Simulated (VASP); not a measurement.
# Quasiparticle energies of AlP in VASP, part 4 of 8

How does the gap of AlP change from the starting functional to GW? The cell is of the zinc-blende type, one of the forms listed for this formula. The start is a cell from a database of measured crystal structures.

VASP 6.6.1, plane waves and PAW; the level of theory is named at each step.

So far, quasiparticle gap on the mesh (eV): step 3 (evGW0) 2.53. Also gap on the k-mesh (eV): step 2 (empty bands, functional PBE) 1.57.

The database entry behind the starting cell differs from later determinations by our own check (0.1 to 0.3 % short, probably kX units), so it need not match the best structure at ambient conditions.

## (4) evGW

This step: evGW on PBE; plane waves and PAW (P_GW, Al_GW) (VASP 6.6.1).

The levels are updated in both G and W; wider gaps weaken the screening and open the gap further.

INCAR

```
SYSTEM = AlP
PREC = Accurate
ENCUT = 300
ISMEAR = 0
SIGMA = 0.01
LREAL = .FALSE.
GGA = PE
NBANDS = 264
ALGO = EVGW
NELMGW = 4
ENCUTGW = 200
NOMEGA = 64
PRECFOCK = Fast
NBANDSGW = 16
LWAVE = .FALSE.
LCHARG = .FALSE.
```

POSCAR

```
AlP
1.0
    0.0000000000      2.7255000000      2.7255000000
    2.7255000000      0.0000000000      2.7255000000
    2.7255000000      2.7255000000      0.0000000000
P Al
1 1
Direct
    0.7500000000      0.7500000000      0.7500000000
    0.0000000000      0.0000000000      0.0000000000
```

KPOINTS

```
Automatic mesh
0
Gamma
6 6 6
0 0 0
```

The projector-augmented-wave data sets are P_GW and Al_GW (PBE family, release 64).

Launch:

```bash
$ mpirun -np 8 vasp_std
```

Log:

```text
[banner, memory and clock lines left out]
running    8 mpi-ranks, on    1 nodes
 distrk:  each k-point on    8 cores,    1 groups
 distr:  one band on    1 cores,    8 groups

 POSCAR found type information on POSCAR P Al
 POSCAR found :  2 types and       2 ions
 [... a notice as in an earlier step ...]

 [... a notice as in an earlier step ...]

 LDA part: xc-table for (Slater+PW92), standard interpolation
 found WAVECAR, reading the header
 POSCAR, INCAR and KPOINTS ok, starting setup
 FFT: planning ... GRIDC
 FFT: planning ... GRID_SOFT
 FFT: planning ... GRID
 reading WAVECAR
 the WAVECAR file was read successfully
 initial charge from wavefunction
 available memory per node:     96.45 GB, setting MAXMEM to     98766

 The Fermi energy was updated, please check that it is located mid-gap
 values below the HOMO (VB) or above the LUMO (CB) will cause erroneous energies
 E-fermi :   4.6956

 calculate exact exchange contribution
 the WAVEDER file was read successfully
energies w=
    0.000    0.000    0.451    0.000    0.901    0.000    1.349    0.000
    1.794    0.000    2.235    0.000    2.671    0.000    3.103    0.000
    3.529    0.000    3.949    0.000    4.363    0.000    4.771    0.000
    5.174    0.000    5.572    0.000    5.964    0.000    6.352    0.000
    6.736    0.000    7.116    0.000    7.494    0.000    7.870    0.000
    8.244    0.000    8.618    0.000    8.992    0.000    9.368    0.000
    9.746    0.000   10.126    0.000   10.512    0.000   10.903    0.000
   11.300    0.000   11.705    0.000   12.120    0.000   12.546    0.000
   12.985    0.000   13.439    0.000   13.909    0.000   14.399    0.000
   14.911    0.000   15.448    0.000   16.014    0.000   16.613    0.000
   17.250    0.000   17.930    0.000   18.660    0.000   19.447    0.000
   20.302    0.000   21.234    0.000   22.259    0.000   23.393    0.000
   24.655    0.000   26.074    0.000   27.682    0.000   29.522    0.000
   31.651    0.000   34.146    0.000   37.112    0.000   40.697    0.000
   45.117    0.000   50.701    0.000   57.974    0.000   67.826    0.000
   81.904    0.000  103.628    0.000  141.452    0.000  223.552    0.000
 responsefunction array rank=     280
 LDA part: xc-table for (Slater+PW92), standard interpolation

 min. memory requirement per mpi rank    269.8 MB, per node   2158.7 MB

 allocating   8 responsefunctions rank=   280
 shmem allocating  64 responsefunctions rank=   280
 response function shared by NCSHMEM nodes    1
 Doing            8  frequencies on each core in blocks of           64
NQ=   1    0.0000    0.0000    0.0000,
|.........|.........|.........|.........|.........|.........|.........|.........
 performed        584000 updates of chi_q(r,r)
 total number of BLAS operations        313.64 Gflops
NQ=   2    0.1667    0.0000    0.0000,
|.........|.........|.........|.........|.........|.........|.........|.........
 performed       1742000 updates of chi_q(r,r)
 total number of BLAS operations       1009.69 Gflops
NQ=   3    0.3333    0.0000    0.0000,
|.........|.........|.........|.........|.........|.........|.........|.........
 performed       2900000 updates of chi_q(r,r)
 total number of BLAS operations       1617.30 Gflops
NQ=   4    0.5000    0.0000    0.0000,
|.........|.........|.........|.........|.........|.........|.........|.........
 performed       3856000 updates of chi_q(r,r)
 total number of BLAS operations       2158.53 Gflops
NQ=   5    0.1667    0.1667    0.0000,
|.........|.........|.........|.........|.........|.........|.........|.........
 performed       5014000 updates of chi_q(r,r)
 total number of BLAS operations       2814.53 Gflops
NQ=   6    0.3333    0.1667    0.0000,
|.........|.........|.........|.........|.........|.........|.........|.........
 performed       6899000 updates of chi_q(r,r)
 total number of BLAS operations       3826.35 Gflops
NQ=   7    0.5000    0.1667    0.0000,
|.........|.........|.........|.........|.........|.........|.........|.........
 performed       8784000 updates of chi_q(r,r)
 total number of BLAS operations       4838.17 Gflops
NQ=   8   -0.3333    0.1667    0.0000,
|.........|.........|.........|.........|.........|.........|.........|.........
 performed      10669000 updates of chi_q(r,r)
 total number of BLAS operations       5842.19 Gflops
NQ=   9   -0.1667    0.1667    0.0000,
|.........|.........|.........|.........|.........|.........|.........|.........
 performed      12284000 updates of chi_q(r,r)
 total number of BLAS operations       6777.15 Gflops
NQ=  10    0.3333    0.3333    0.0000,
|.........|.........|.........|.........|.........|.........|.........|.........
 performed      13442000 updates of chi_q(r,r)
 total number of BLAS operations       7433.15 Gflops
NQ=  11    0.5000    0.3333    0.0000,
|.........|.........|.........|.........|.........|.........|.........|.........
 performed      15327000 updates of chi_q(r,r)
 total number of BLAS operations       8460.65 Gflops
NQ=  12   -0.3333    0.3333    0.0000,
|.........|.........|.........|.........|.........|.........|.........|.........
 performed      16942000 updates of chi_q(r,r)
 total number of BLAS operations       9307.43 Gflops
NQ=  13    0.5000    0.5000    0.0000,
|.........|.........|.........|.........|.........|.........|.........|.........
 performed      17779000 updates of chi_q(r,r)
 total number of BLAS operations       9739.89 Gflops
NQ=  14    0.5000    0.3333    0.1667,
|.........|.........|.........|.........|.........|.........|.........|.........
 performed      19917000 updates of chi_q(r,r)
 total number of BLAS operations      10896.60 Gflops
NQ=  15   -0.3333    0.3333    0.1667,
|.........|.........|.........|.........|.........|.........|.........|.........
 performed      21920000 updates of chi_q(r,r)
 total number of BLAS operations      11963.60 Gflops
NQ=  16   -0.3333    0.5000    0.1667,
|.........|.........|.........|.........|.........|.........|.........|.........
 performed      23543000 updates of chi_q(r,r)
 total number of BLAS operations      12828.16 Gflops
 resolving degeneracies of screened two electron integrals

 calculate QP shifts <psi_nk| G(iteration)W_0 |psi_nk>: iteration 1
 allocating   8 responsefunctions rank=   280
 shmem allocating  64 responsefunctions rank=   280
 response function shared by NCSHMEM nodes    1
 Doing            8  frequencies on each core in blocks of           64
NQ=   1    0.0000    0.0000    0.0000,
|.........|.........|.........|.........|.........|.........|.........|.........
 performed        584000 updates of chi_q(r,r)
 total number of BLAS operations        313.64 Gflops
NQ=   2    0.1667    0.0000    0.0000,
[...]
total number of BLAS operations      11963.60 Gflops
NQ=  16   -0.3333    0.5000    0.1667,
|.........|.........|.........|.........|.........|.........|.........|.........
 performed      23543000 updates of chi_q(r,r)
 total number of BLAS operations      12828.16 Gflops
 resolving degeneracies of screened two electron integrals

 calculate QP shifts <psi_nk| G(iteration)W_0 |psi_nk>: iteration 2
 allocating   8 responsefunctions rank=   280
 shmem allocating  64 responsefunctions rank=   280
 response function shared by NCSHMEM nodes    1
 Doing            8  frequencies on each core in blocks of           64
NQ=   1    0.0000    0.0000    0.0000,
|.........|.........|.........|.........|.........|.........|.........|.........
 performed        584000 updates of chi_q(r,r)
 total number of BLAS operations        313.64 Gflops
NQ=   2    0.1667    0.0000    0.0000,
|.........|.........|.........|.........|.........|.........|.........|.........
 performed       1742000 updates of chi_q(r,r)
 total number of BLAS operations       1009.69 Gflops
NQ=   3    0.3333    0.0000    0.0000,
|.........|.........|.........|.........|.........|.........|.........|.........
 performed       2900000 updates of chi_q(r,r)
 total number of BLAS operations       1617.30 Gflops
NQ=   4    0.5000    0.0000    0.0000,
|.........|.........|.........|.........|.........|.........|.........|.........
 performed       3856000 updates of chi_q(r,r)
 total number of BLAS operations       2158.53 Gflops
NQ=   5    0.1667    0.1667    0.0000,
|.........|.........|.........|.........|.........|.........|.........|.........
 performed       5014000 updates of chi_q(r,r)
 total number of BLAS operations       2814.53 Gflops
NQ=   6    0.3333    0.1667    0.0000,
|.........|.........|.........|.........|.........|.........|.........|.........
 performed       6899000 updates of chi_q(r,r)
 total number of BLAS operations       3826.35 Gflops
NQ=   7    0.5000    0.1667    0.0000,
|.........|.........|.........|.........|.........|.........|.........|.........
 performed       8784000 updates of chi_q(r,r)
 total number of BLAS operations       4838.17 Gflops
NQ=   8   -0.3333    0.1667    0.0000,
|.........|.........|.........|.........|.........|.........|.........|.........
 performed      10669000 updates of chi_q(r,r)
 total number of BLAS operations       5842.19 Gflops
NQ=   9   -0.1667    0.1667    0.0000,
|.........|.........|.........|.........|.........|.........|.........|.........
 performed      12284000 updates of chi_q(r,r)
 total number of BLAS operations       6777.15 Gflops
NQ=  10    0.3333    0.3333    0.0000,
|.........|.........|.........|.........|.........|.........|.........|.........
 performed      13442000 updates of chi_q(r,r)
 total number of BLAS operations       7433.15 Gflops
NQ=  11    0.5000    0.3333    0.0000,
|.........|.........|.........|.........|.........|.........|.........|.........
 performed      15327000 updates of chi_q(r,r)
 total number of BLAS operations       8460.65 Gflops
NQ=  12   -0.3333    0.3333    0.0000,
|.........|.........|.........|.........|.........|.........|.........|.........
 performed      16942000 updates of chi_q(r,r)
 total number of BLAS operations       9307.43 Gflops
NQ=  13    0.5000    0.5000    0.0000,
|.........|.........|.........|.........|.........|.........|.........|.........
 performed      17779000 updates of chi_q(r,r)
 total number of BLAS operations       9739.89 Gflops
NQ=  14    0.5000    0.3333    0.1667,
|.........|.........|.........|.........|.........|.........|.........|.........
 performed      19917000 updates of chi_q(r,r)
 total number of BLAS operations      10896.60 Gflops
NQ=  15   -0.3333    0.3333    0.1667,
|.........|.........|.........|.........|.........|.........|.........|.........
 performed      21920000 updates of chi_q(r,r)
 total number of BLAS operations      11963.60 Gflops
NQ=  16   -0.3333    0.5000    0.1667,
|.........|.........|.........|.........|.........|.........|.........|.........
 performed      23543000 updates of chi_q(r,r)
 total number of BLAS operations      12828.16 Gflops
 resolving degeneracies of screened two electron integrals

 calculate QP shifts <psi_nk| G(iteration)W_0 |psi_nk>: iteration 3
 allocating   8 responsefunctions rank=   280
 shmem allocating  64 responsefunctions rank=   280
 response function shared by NCSHMEM nodes    1
 Doing            8  frequencies on each core in blocks of           64
NQ=   1    0.0000    0.0000    0.0000,
|.........|.........|.........|.........|.........|.........|.........|.........
 performed        584000 updates of chi_q(r,r)
 total number of BLAS operations        313.64 Gflops
NQ=   2    0.1667    0.0000    0.0000,
|.........|.........|.........|.........|.........|.........|.........|.........
 performed       1742000 updates of chi_q(r,r)
 total number of BLAS operations       1009.69 Gflops
NQ=   3    0.3333    0.0000    0.0000,
|.........|.........|.........|.........|.........|.........|.........|.........
 performed       2900000 updates of chi_q(r,r)
 total number of BLAS operations       1617.30 Gflops
NQ=   4    0.5000    0.0000    0.0000,
|.........|.........|.........|.........|.........|.........|.........|.........
 performed       3856000 updates of chi_q(r,r)
 total number of BLAS operations       2158.53 Gflops
NQ=   5    0.1667    0.1667    0.0000,
|.........|.........|.........|.........|.........|.........|.........|.........
 performed       5014000 updates of chi_q(r,r)
 total number of BLAS operations       2814.53 Gflops
NQ=   6    0.3333    0.1667    0.0000,
|.........|.........|.........|.........|.........|.........|.........|.........
 performed       6899000 updates of chi_q(r,r)
 total number of BLAS operations       3826.35 Gflops
NQ=   7    0.5000    0.1667    0.0000,
|.........|.........|.........|.........|.........|.........|.........|.........
 performed       8784000 updates of chi_q(r,r)
 total number of BLAS operations       4838.17 Gflops
NQ=   8   -0.3333    0.1667    0.0000,
|.........|.........|.........|.........|.........|.........|.........|.........
 performed      10669000 updates of chi_q(r,r)
 total number of BLAS operations       5842.19 Gflops
NQ=   9   -0.1667    0.1667    0.0000,
|.........|.........|.........|.........|.........|.........|.........|.........
 performed      12284000 updates of chi_q(r,r)
 total number of BLAS operations       6777.15 Gflops
NQ=  10    0.3333    0.3333    0.0000,
|.........|.........|.........|.........|.........|.........|.........|.........
 performed      13442000 updates of chi_q(r,r)
 total number of BLAS operations       7433.15 Gflops
NQ=  11    0.5000    0.3333    0.0000,
|.........|.........|.........|.........|.........|.........|.........|.........
 performed      15327000 updates of chi_q(r,r)
 total number of BLAS operations       8460.65 Gflops
NQ=  12   -0.3333    0.3333    0.0000,
|.........|.........|.........|.........|.........|.........|.........|.........
 performed      16942000 updates of chi_q(r,r)
 total number of BLAS operations       9307.43 Gflops
NQ=  13    0.5000    0.5000    0.0000,
|.........|.........|.........|.........|.........|.........|.........|.........
 performed      17779000 updates of chi_q(r,r)
 total number of BLAS operations       9739.89 Gflops
NQ=  14    0.5000    0.3333    0.1667,
|.........|.........|.........|.........|.........|.........|.........|.........
 performed      19917000 updates of chi_q(r,r)
 total number of BLAS operations      10896.60 Gflops
NQ=  15   -0.3333    0.3333    0.1667,
|.........|.........|.........|.........|.........|.........|.........|.........
 performed      21920000 updates of chi_q(r,r)
 total number of BLAS operations      11963.60 Gflops
NQ=  16   -0.3333    0.5000    0.1667,
|.........|.........|.........|.........|.........|.........|.........|.........
 performed      23543000 updates of chi_q(r,r)
 total number of BLAS operations      12828.16 Gflops
 resolving degeneracies of screened two electron integrals

 calculate QP shifts <psi_nk| G(iteration)W_0 |psi_nk>: iteration 4
 entering main loop
```

Run time: 16 min. Hardware: 8 MPI ranks of AMD EPYC 7R43, shared host; peak memory 2.5 GiB.

(Continued in part 5 of 8.)

[Lines on the potential files, build, host, timing and source positions are cut from VASP's logs without a mark.]

[Logs are printed without paths, hosts, clocks, repeated set-up lines and the standing remarks that a program may print on its own settings, such as how far it seeks lower states.]

[Hosts, paths, dates, database ids (printed as entryN), source tags and the programs' standing remarks are cut or masked in the printed files.]

[Pressures printed for these runs are not shown converged in the cutoff: they can be off by several GPa and have the wrong sign.]

[In band tables of VASP the shares of atoms and orbitals are scaled to a sum of 1 inside the atoms' spheres.]
